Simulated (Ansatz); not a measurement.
Geometry optimisation in Ansatz: input, command and trajectory.

```yaml
crystal:
  lattice:
    - [2.9202173735, 0.0, 0.0]
    - [-1.4601086867, 2.52898243, 0.0]
    - [0.0, 0.0, 2.7429241498]
  atoms:
    - { symbol: W, position: [5.0e-10, -5.0e-10, 0.0] }
    - { symbol: C, position: [0.6666666661, 0.3333333339, 0.5] }
basis:
  ecutwfc: 420
kpoints:
  mp_grid: { grid: [24, 24, 18] }
hamiltonian:
  xc: pbesol
scf:
  occupations: { method: gaussian, width: 0.1 }
output:
  forces: true
  stress: true
  eigenvalues: true
relax:
  adjacent_minimum: "off"
  f_tol: 0.008
  max_steps: 40
  cell: { stress_tol: 0.015, fix: [c, angles] }
```

```bash
ansatz run input.yaml --threads 1 --pin off --max-ram 2560MiB --backend cpu --events-out ev --progress --plain --runs-dir out
```

All numbers below come from DFT PBEsol, scalar-relativistic, plane waves, PAW in Ansatz 0.2.0.

Of 4 frames 3 are shown, positions in Å and forces in eV/Å; the SCF threshold varies from step to step. Steps run on the plane waves of an earlier cell, with a Pulay correction in the pressure. The basis is chosen afresh for the last frame, the zero of the energies, and at times for earlier ones too; energy and pressure step there, also at an unchanged geometry.

```xyz
2
Lattice="2.9202 0.0000 0.0000 -1.4601 2.5290 0.0000 0.0000 0.0000 2.7429" Properties=species:S:1:pos:R:3:forces:R:3 pbc="T T T" step=1 free_energy_over_end_meV_per_atom=0.11 pressure_GPa=8.75
W     0.0000    0.0000    0.0000    0.0000    0.0000    0.0000
C     1.4601    0.8430    1.3715    0.0000    0.0000    0.0000
2
Lattice="2.9134 0.0000 0.0000 -1.4567 2.5231 0.0000 0.0000 0.0000 2.7429" Properties=species:S:1:pos:R:3:forces:R:3 pbc="T T T" step=2 free_energy_over_end_meV_per_atom=-0.03 pressure_GPa=10.69
W     0.0000    0.0000    0.0000    0.0000    0.0000    0.0000
C     1.4567    0.8410    1.3715    0.0000    0.0000    0.0000
2
Lattice="2.9164 0.0000 0.0000 -1.4582 2.5257 0.0000 0.0000 0.0000 2.7429" Properties=species:S:1:pos:R:3:forces:R:3 pbc="T T T" step=4 free_energy_over_end_meV_per_atom=0.00 pressure_GPa=9.83
W     0.0000    0.0000    0.0000    0.0000    0.0000    0.0000
C     1.4582    0.8419    1.3715    0.0000    0.0000    0.0000
```

It took 3.2 min on 1 thread of Arm Neoverse V1 (shared host), peak memory 0.83 GiB.

Spin–orbit coupling is left out, which can shift energies with elements as heavy as these.